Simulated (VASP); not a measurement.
# TiAl (Pm-3m) in VASP: further runs

One crystal, TiAl, is run at these levels: PBE; tasks: single point.

Everything below comes from runs of VASP 6.6.1. Logs are shortened: lines on timing, memory, paths and dates and some standing lists are left out, and cuts for length are marked.

## 1. Starting point

The structure is cubic, space group Pm-3m (No. 221). The conventional cell has a = 3.179 Å, b = 3.179 Å, c = 3.179 Å, α = 90.00°, β = 90.00°, γ = 90.00°. Ti (site symmetry m-3m) is surrounded by 8 Al at 2.75 Å. Around Al (site symmetry m-3m) lie 8 Ti at 2.75 Å.

The cell comes from a database or a generator and needn't be the stable form of this composition.

## 2. Single point, PBE

Input file INCAR:

```
SYSTEM = TiAl
  ADDGRID = .FALSE.
  ALGO = Normal
  EDIFF = 1E-6
  ENCUT = 520
  GGA = PE
  ISIF = 2
  ISMEAR = -1
  LASPH = .TRUE.
  LCHARG = .FALSE.
  LREAL = .FALSE.
  LWAVE = .FALSE.
  NELM = 100
  PREC = Accurate
  SIGMA = 0.1
```

Input file KPOINTS:

```
k-points
0
G
  10 10 10
  0 0 0
```

Input file POSCAR:

```
TiAl
1.0
    3.1790640000      0.0000000000      0.0000000000
    0.0000000000      3.1790640000      0.0000000000
    0.0000000000      0.0000000000      3.1790640000
Ti Al
1 1
Direct
    0.0000000000      0.0000000000      0.0000000000
    0.5000000000      0.5000000000      0.5000000000
```

Potentials or basis: VASP PAW PBE potentials, release 64 (Ti_sv, Al).

The run is started by

```
cat potpaw_PBE.64/Ti_sv/POTCAR potpaw_PBE.64/Al/POTCAR > POTCAR
mpirun -np 1 vasp_std > vasp.out
```

OUTCAR:

```text
SYSTEM = TiAl
   EDIFF = 1E-6
   ENCUT = 520
   GGA = PE
   ISIF = 2
   ISMEAR = -1
   LASPH = .TRUE.
   LREAL = .FALSE.
   NELM = 100
   PREC = Accurate

 Found     56 irreducible k-points:

 Following reciprocal coordinates:
            Coordinates               Weight
  0.000000  0.000000  0.000000      1.000000
  0.100000  0.000000  0.000000      6.000000
  0.200000  0.000000  0.000000      6.000000
  0.300000  0.000000  0.000000      6.000000
  0.400000  0.000000  0.000000      6.000000
  0.500000  0.000000  0.000000      3.000000
   k-points           NKPTS =     56   k-points in BZ     NKDIM =     56   number of bands    NBANDS=     11
   number of dos      NEDOS =    301   number of ions     NIONS =      2
   total plane-waves  NPLWV =  13824
   dimension x,y,z NGX =    24 NGY =   24 NGZ =   24
   dimension x,y,z NGXF=    48 NGYF=   48 NGZF=   48
   ions per type =               1   1
   NGX,Y,Z   is equivalent  to a cutoff of  12.55, 12.55, 12.55 a.u.
   NGXF,Y,Z  is equivalent  to a cutoff of  25.10, 25.10, 25.10 a.u.
 SYSTEM =  TiAl
   PREC   = accura    normal or accurate (medium, high low for compatibility)
   ISTART =      0    job   : 0-new  1-cont  2-samecut
   ICHARG =      2    charge: 1-file 2-atom 10-const
   ISPIN  =      1    spin polarized calculation?
   LNONCOLLINEAR =      F non collinear calculations
   LSORBIT =      F    spin-orbit coupling
   LASPH  =      T    aspherical Exc in radial PAW
   ENCUT  =  520.0 eV  38.22 Ry    6.18 a.u.   5.91  5.91  5.91*2*pi/ulx,y,z
   NELM   =    100;   NELMIN=  2; NELMDL= -5     # of ELM steps
   EDIFF  = 0.1E-05   stopping-criterion for ELM
   LREAL  =      F    real-space projection
   EDIFFG = 0.1E-04   stopping-criterion for IOM
   NSW    =      0    number of steps for IOM
   IBRION =     -1    ionic relax: 0-MD 1-quasi-New 2-CG
   NFREE  =      0    steps in history (QN), initial steepest desc. (CG)
   ISIF   =      2    stress and relaxation
   ISYM   =      2    0-nonsym 1-usesym 2-fastsym
   POTIM  = 0.5000    time-step for ionic-motion
   TEBEG  =    0.0;   TEEND  =   0.0 temperature during run
   PSTRESS=    0.0 pullay stress
   NELECT =      15.0000    total number of electrons
   NUPDOWN=      -1.0000    fix difference up-down
   EMIN   =  10.00;   EMAX   =-10.00  energy-range for DOS
   EFERMI =   0.00;   METHOD = LEGACY
   ISMEAR =    -1;   SIGMA  =   0.10  broadening in eV -4-tet -1-fermi 0-gaus
   EFERMI_NEDOS =   21; number of points for ismear=-14 and -15
   IALGO  =     38    algorithm
   IMIX   =      4    mixing-type and parameters
     AMIX     =   0.40;   BMIX     =  1.00
     AMIX_MAG =   1.60;   BMIX_MAG =  1.00
  volume/ion in A,a.u.               =      16.06       108.41
  Fermi-wavevector in a.u.,A,eV,Ry     =   1.270007  2.399964 21.945065  1.612917
  Thomas-Fermi vector in A             =   2.403017
   LORBIT       =      0    0 simple, 1 ext, 2 COOP (PROOUT), +10 PAW based schemes
   GGA     = PE    functional components
   LHFCALC =     F    Hartree Fock is set to
   AEXX    =    0.0000 exact exchange contribution
   IVDW    =     0    specifies the selected vdW correction
   LEPSILON=     F    determine dielectric tensor
   LRPA    =     F    only Hartree local field effects (RPA)
 non-spin polarized calculation
  energy-cutoff  :      520.00
  volume of cell :       32.13
 maximum number of plane-waves:       912
 NGX is ok and might be reduce to    24
   NGX = 11   NGY = 11   NGZ = 11

 number of electron      14.9999994 magnetization

 Free energy of the ion-electron system (eV)
  ---------------------------------------------------
  ext. energy  EPLUGINS =         0.00000000
  ---------------------------------------------------
  free energy    TOTEN  =       -12.14854980 eV

  energy without entropy =      -12.07352802  energy(sigma->0) =      -12.11103891

 E-fermi :   8.7782     XC(G=0): -11.0862

 val. band max:        8.7717173857   @ k =   0.4000   0.3000   0.2000
 cond. band min:       8.7903868830   @ k =   0.4000   0.2000   0.2000
 fundamental gap:      0.0186694973
 Fermi energy:         8.7781625828

 k-point     1 :       0.0000    0.0000    0.0000
  band No.  band energies     occupation
      1     -48.1152      2.00000
      2     -24.3172      2.00000
      3     -24.3172      2.00000
      4     -24.3172      2.00000
      5      -0.4998      2.00000
      6       7.3385      2.00000
      7       7.3385      2.00000
      8      10.5841      0.00000
      9      10.5841      0.00000
     10      10.5841      0.00000
     11      13.1901      0.00000

 k-point     2 :       0.1000    0.0000    0.0000
  band No.  band energies     occupation
      1     -48.1138      2.00000
      2     -24.3337      2.00000
      3     -24.3158      2.00000
      4     -24.3158      2.00000
      5      -0.3406      2.00000
      6       7.2496      2.00000
      7       7.4098      2.00000
      8      10.3221      0.00000
      9      10.3221      0.00000
     10      10.6030      0.00000
     11      12.5755      0.00000

 k-point     3 :       0.2000    0.0000    0.0000
  band No.  band energies     occupation
      1     -48.1101      2.00000
      2     -24.3767      2.00000
      3     -24.3120      2.00000
      4     -24.3120      2.00000
      5       0.1285      2.00000
      6       6.8202      2.00000
      7       7.6073      1.99998
      8       9.8136      0.00006
      9       9.8136      0.00006
     10      10.6528      0.00000
     11      11.7285      0.00000

 k-point     4 :       0.3000    0.0000    0.0000
  band No.  band energies     occupation
      1     -48.1055      2.00000
      2     -24.4294      2.00000
      3     -24.3073      2.00000
      4     -24.3073      2.00000
      5       0.8814      2.00000
      6       5.8551      2.00000
      7       7.8781      1.99975
      8       9.3478      0.00669
      9       9.3478      0.00669
     10      10.7156      0.00000
     11      11.4755      0.00000

 k-point     5 :       0.4000    0.0000    0.0000
  band No.  band energies     occupation
      1     -48.1018      2.00000
      2     -24.4718      2.00000
      3     -24.3036      2.00000
      4     -24.3036      2.00000
      5       1.8674      2.00000
      6       4.5758      2.00000
      7       8.1252      1.99708
      8       9.0388      0.13743
      9       9.0388      0.13742
     10      10.7674      0.00000
     11      11.6392      0.00000

 k-point     6 :       0.5000    0.0000    0.0000
  band No.  band energies     occupation
      1     -48.1004      2.00000
      2     -24.4879      2.00000
      3     -24.3021      2.00000
      4     -24.3021      2.00000
      5       2.7351      2.00000
      6       3.5834      2.00000
      7       8.2280      1.99187
      8       8.9316      0.35480
      9       8.9316      0.35480
     10      10.7874      0.00000
     11      11.7623      0.00000

 [... further k-points ...]

------------------------ aborting loop because EDIFF is reached ----------------------------------------

  FORCE on cell =-STRESS in cart. coord.  units (eV):
  Direction    XX          YY          ZZ          XY          YZ          ZX
  --------------------------------------------------------------------------------------
  -------------------------------------------------------------------------------------
  Total        0.1900373      0.1900373      0.1900373     -0.0000000      0.0000000     -0.0000000
  in kB        9.4765787      9.4765787      9.4765787     -0.0000000      0.0000000     -0.0000000
  external PRESSURE =       9.4765787 kB  Pullay stress =       0.0000000 kB

 VOLUME and BASIS-vectors are now :
 -----------------------------------------------------------------------------
  energy-cutoff  :      520.00
  volume of cell :       32.13
      direct lattice vectors                 reciprocal lattice vectors
     3.179064000  0.000000000  0.000000000     0.314557996  0.000000000  0.000000000
     0.000000000  3.179064000  0.000000000     0.000000000  0.314557996  0.000000000
     0.000000000  0.000000000  3.179064000     0.000000000  0.000000000  0.314557996

 POSITION                                       TOTAL-FORCE (eV/Angst)
 -----------------------------------------------------------------------------------
      0.00000      0.00000      0.00000         0.000000      0.000000      0.000000
      1.58953      1.58953      1.58953         0.000000      0.000000      0.000000
 -----------------------------------------------------------------------------------
    total drift:                                0.000000      0.000000      0.000000

  FREE ENERGIE OF THE ION-ELECTRON SYSTEM (eV)
  ---------------------------------------------------
  free  energy   TOTEN  =       -12.1485498032 eV

  energy  without entropy=      -12.0735280175  energy(sigma->0) =      -12.11103891
```

Run time: 5.1 s. Hardware: 1 thread of Intel Xeon 6975P-C (Granite Rapids), shared host; peak memory 0.15 GiB.

These settings aren't checked as converged: the numbers below hold their error.

What came out:

```
Free energy            : -12.1485 eV
Pressure               : 0.9 GPa
Band gap on the k mesh : none (metal or under the smearing width)
```

## 3. Single point, PBE

INCAR, as its differences from that of step 2:

```diff
@@ -13,3 +13,3 @@
   NELM = 100
-  PREC = Accurate
+  PREC = Low
   SIGMA = 0.1
```

KPOINTS is that of step 2.

POSCAR is that of step 2.

Potentials or basis: VASP PAW PBE potentials, release 64 (Ti_sv, Al).

The run is started by

```
cat potpaw_PBE.64/Ti_sv/POTCAR potpaw_PBE.64/Al/POTCAR > POTCAR
mpirun -np 1 vasp_std > vasp.out
```

Wall time 4.3 s (1 thread of Intel Xeon 6975P-C (Granite Rapids), shared host); peak memory 0.13 GiB.

These settings aren't checked as converged: the numbers below hold their error.

Results:

```yaml
Free_energy: -12.1488 eV
Pressure: 0.9 GPa
Band_gap_on_the_k_mesh: none (metal or under the smearing width)
```

## 4. Single point, PBE

INCAR, as its differences from that of step 3:

```diff
@@ -13,3 +13,3 @@
   NELM = 100
-  PREC = Low
+  PREC = Normal
   SIGMA = 0.1
```

KPOINTS is that of step 3.

POSCAR is that of step 3.

Potentials or basis: VASP PAW PBE potentials, release 64 (Ti_sv, Al).

The run is started by

```
cat potpaw_PBE.64/Ti_sv/POTCAR potpaw_PBE.64/Al/POTCAR > POTCAR
mpirun -np 1 vasp_std > vasp.out
```

OUTCAR:

```text
SYSTEM = TiAl
   EDIFF = 1E-6
   ENCUT = 520
   GGA = PE
   ISIF = 2
   ISMEAR = -1
   LASPH = .TRUE.
   LREAL = .FALSE.
   NELM = 100
   PREC = Normal

 Found     56 irreducible k-points:

 Following reciprocal coordinates:
            Coordinates               Weight
  0.000000  0.000000  0.000000      1.000000
  0.100000  0.000000  0.000000      6.000000
  0.200000  0.000000  0.000000      6.000000
  0.300000  0.000000  0.000000      6.000000
  0.400000  0.000000  0.000000      6.000000
  0.500000  0.000000  0.000000      3.000000
   k-points           NKPTS =     56   k-points in BZ     NKDIM =     56   number of bands    NBANDS=     11
   number of dos      NEDOS =    301   number of ions     NIONS =      2
   total plane-waves  NPLWV =   5832
   dimension x,y,z NGX =    18 NGY =   18 NGZ =   18
   dimension x,y,z NGXF=    36 NGYF=   36 NGZF=   36
   ions per type =               1   1
   NGX,Y,Z   is equivalent  to a cutoff of   9.41,  9.41,  9.41 a.u.
   NGXF,Y,Z  is equivalent  to a cutoff of  18.83, 18.83, 18.83 a.u.
 SYSTEM =  TiAl
   PREC   = normal    normal or accurate (medium, high low for compatibility)
   ISTART =      0    job   : 0-new  1-cont  2-samecut
   ICHARG =      2    charge: 1-file 2-atom 10-const
   ISPIN  =      1    spin polarized calculation?
   LNONCOLLINEAR =      F non collinear calculations
   LSORBIT =      F    spin-orbit coupling
   LASPH  =      T    aspherical Exc in radial PAW
[... 67 lines left out ...]
      9      10.5841      0.00000
     10      10.5841      0.00000
     11      13.1901      0.00000
[... 57 lines left out ...]
 k-point     6 :       0.5000    0.0000    0.0000
  band No.  band energies     occupation
      1     -48.1004      2.00000
      2     -24.4879      2.00000
      3     -24.3021      2.00000
      4     -24.3021      2.00000
      5       2.7351      2.00000
      6       3.5834      2.00000
      7       8.2280      1.99187
      8       8.9316      0.35482
      9       8.9316      0.35482
     10      10.7874      0.00000
     11      11.7624      0.00000

 [... further k-points ...]

------------------------ aborting loop because EDIFF is reached ----------------------------------------

  FORCE on cell =-STRESS in cart. coord.  units (eV):
  Direction    XX          YY          ZZ          XY          YZ          ZX
  --------------------------------------------------------------------------------------
  -------------------------------------------------------------------------------------
  Total        0.1906273      0.1906273      0.1906273     -0.0000000     -0.0000000      0.0000000
  in kB        9.5059994      9.5059994      9.5059994     -0.0000000     -0.0000000      0.0000000
  external PRESSURE =       9.5059994 kB  Pullay stress =       0.0000000 kB

 VOLUME and BASIS-vectors are now :
 -----------------------------------------------------------------------------
  energy-cutoff  :      520.00
  volume of cell :       32.13
      direct lattice vectors                 reciprocal lattice vectors
     3.179064000  0.000000000  0.000000000     0.314557996  0.000000000  0.000000000
     0.000000000  3.179064000  0.000000000     0.000000000  0.314557996  0.000000000
     0.000000000  0.000000000  3.179064000     0.000000000  0.000000000  0.314557996

 POSITION                                       TOTAL-FORCE (eV/Angst)
 -----------------------------------------------------------------------------------
      0.00000      0.00000      0.00000         0.000000      0.000000      0.000000
      1.58953      1.58953      1.58953         0.000000      0.000000      0.000000
 -----------------------------------------------------------------------------------
    total drift:                               -0.000000      0.000000     -0.000000

  FREE ENERGIE OF THE ION-ELECTRON SYSTEM (eV)
  ---------------------------------------------------
  free  energy   TOTEN  =       -12.1485186092 eV

  energy  without entropy=      -12.0734960513  energy(sigma->0) =      -12.11100733
```

Run time: 4.4 s. Hardware: 1 thread of Intel Xeon 6975P-C (Granite Rapids), shared host; peak memory 0.13 GiB.

The run converged, but some of its settings lie outside the range that counts as converged, so its numbers aren't taken as properties of the crystal.

Results:

- Free energy: -12.1485 eV
- Pressure: 1.0 GPa
- Band gap on the k mesh: none (metal or under the smearing width)

## 5. Single point, PBE

INCAR, as its differences from that of step 4:

```diff
@@ -10,6 +10,6 @@
   LCHARG = .FALSE.
-  LREAL = .FALSE.
+  LREAL = Auto
   LWAVE = .FALSE.
   NELM = 100
-  PREC = Normal
+  PREC = Accurate
   SIGMA = 0.1
```

KPOINTS is that of step 4.

POSCAR is that of step 4.

The run is started by

```
cat potpaw_PBE.64/Ti_sv/POTCAR potpaw_PBE.64/Al/POTCAR > POTCAR
mpirun -np 1 vasp_std > vasp.out
```

It took 7.4 s on 1 thread of Intel Xeon 6975P-C (Granite Rapids), shared host; peak memory 0.14 GiB.

These settings aren't checked as converged: the numbers below hold their error.

What came out:

| Quantity | Value |
| --- | --- |
| Free energy | -12.1498 eV |
| Pressure | 0.8 GPa |
| Band gap on the k mesh | none (metal or under the smearing width) |

## 6. Single point, PBE

INCAR, as its differences from that of step 5:

```diff
@@ -3,3 +3,3 @@
   ALGO = Normal
-  EDIFF = 1E-6
+  EDIFF = 1E-4
   ENCUT = 520
@@ -10,3 +10,3 @@
   LCHARG = .FALSE.
-  LREAL = Auto
+  LREAL = .FALSE.
   LWAVE = .FALSE.
```

KPOINTS is that of step 5.

POSCAR is that of step 5.

Potentials or basis: VASP PAW PBE potentials, release 64 (Ti_sv, Al).

The run is started by

```
cat potpaw_PBE.64/Ti_sv/POTCAR potpaw_PBE.64/Al/POTCAR > POTCAR
mpirun -np 1 vasp_std > vasp.out
```

Wall time 4.3 s (1 thread of Intel Xeon 6975P-C (Granite Rapids), shared host); peak memory 0.14 GiB.

These settings aren't checked as converged: the numbers below hold their error.

What came out:

```
Free energy            : -12.1485 eV
Pressure               : -0.3 GPa
Band gap on the k mesh : none (metal or under the smearing width)
```

## 7. For comparison

An earlier run on the cell as given: functional PBEsol; potentials or basis VASP PAW PBE potentials, release 64 (Ti_sv, Al); cutoff 520 eV; k mesh 8 × 8 × 8; occupations fermi-dirac, width 0.05 eV; no spin polarisation.

- Pressure: -2.3 GPa
- Band gap on the k mesh: none (metal or under the smearing width)
